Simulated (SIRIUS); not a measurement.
The system is Bi.

```
Bi
1.0
     2.26750    1.30914    3.93800
    -2.26750    1.30914    3.93800
     0.00000   -2.61828    3.93800
Bi
2
Cartesian
  0.0000 0.0000 9.0495
  0.0000 0.0000 2.7645
```

```yaml
Program: SIRIUS 7.10.0
Task: single point
Functional: PBE
Potentials_or_basis: PseudoDojo 0.4.1 PBE standard (scalar relativistic)
Cutoff: 915 eV
Density_cutoff: 3659 eV
k_mesh: 7 × 7 × 7
Occupations: fermi-dirac, width 0.05 eV
Spin: no spin polarisation
```

On this cell: pressure 2.1 GPa; largest force 0.218 eV/Å; band gap on the k mesh 0.27 eV.

The same run follows on a disturbed copy (atoms moved at random, drawn with an rms of 0.05 Å):

```
Bi
1.0
     2.26750    1.30914    3.93800
    -2.26750    1.30914    3.93800
     0.00000   -2.61828    3.93800
Bi
2
Direct
  0.77243 0.78624 0.75406
  0.23222 0.23858 0.23225
```

Question: What changes?

Answer: The energy moves by +12.3 meV/atom; pressure 2.8 GPa; largest force 0.537 eV/Å; band gap on the k mesh 0.24 eV.

Forces on the atoms (eV/Å):
```
Bi   0.048 -0.199 -0.497
Bi  -0.048  0.199  0.497
```

Stress tensor (GPa, compression positive):
```
 2.29  0.13 -0.23
 0.13  3.40  0.92
-0.23  0.92  2.66
```

Caveats: spin-orbit coupling is left out, which as a rule narrows the gap of such compounds by several tenths of an eV; an odd mesh through Γ misses points on the zone boundary, where band edges often lie.
